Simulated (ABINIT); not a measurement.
**TaSi2: band structure with PBEsol**

The system is TaSi2.

```
Ta Si
1.0
     4.78000    0.00000    0.00000
    -2.39000    4.13960    0.00000
     0.00000    0.00000    6.56400
Ta Si
3 6
Direct
  0.00000 0.50000 0.16667
  0.50000 0.50000 0.83333
  0.50000 0.00000 0.50000
  0.33330 0.16665 0.16667
  0.16665 0.83335 0.83333
  0.83335 0.66670 0.50000
  0.66670 0.83335 0.16667
  0.83335 0.16665 0.83333
  0.16665 0.33330 0.50000
```

```
Program             : ABINIT 10.8.3 (patched build)
Task                : band structure
Functional          : PBEsol
Potentials or basis : PseudoDojo NC SR PBEsol v0.4.1 standard
Cutoff              : 789 eV
k mesh              : 7 × 7 × 4
Occupations         : fermi-dirac, width 0.05 eV
Spin                : no spin polarisation
```

* Pressure: -1.3 GPa
* Largest force: 0.746 eV/Å
* Band gap on the k mesh: none (metal or under the smearing width)
* Valence electrons inside the program's atomic spheres: Ta 9.31, 9.32; Si 1.77

Forces on the atoms (eV/Å):
```
Ta   0.000  0.000  0.000
Ta   0.000  0.000  0.000
Ta   0.000  0.000  0.000
Si  -0.646 -0.373  0.000
Si  -0.646  0.373  0.000
Si   0.000  0.746  0.000
Si   0.646  0.373  0.000
Si   0.646 -0.373  0.000
Si   0.000 -0.746  0.000
```

Stress tensor (GPa, compression positive):
```
-2.21  0.00  0.00
 0.00 -2.21  0.00
 0.00  0.00  0.52
```

Levels at the corners of the path, in eV from the Fermi level:
```csv
point,band 29,band 30,band 31,band 32,band 33,band 34
Γ,-2.27,-2.27,-2.23,-1.78,0.54,3.11
M,-1.13,-0.79,-0.03,0.16,0.77,1.20
K,-1.75,-1.67,0.42,0.42,0.55,2.19
Γ,-2.27,-2.27,-2.23,-1.78,0.54,3.11
A,-2.01,-2.01,-1.66,1.04,1.04,2.81
L,-1.98,-1.70,-0.75,-0.14,1.51,1.91
H,-0.75,-0.75,-0.09,-0.09,1.01,1.50
A,-2.01,-2.01,-1.66,1.04,1.04,2.81
```

It took 3.9 min on 4 MPI ranks on Arm Neoverse V2, with other jobs on the host, peak memory 0.56 GiB a rank.

Caveat: spin-orbit coupling is left out, which moves the levels of the heavy elements; the cell's inner coordinates are idealised or old, which leaves forces on the atoms.
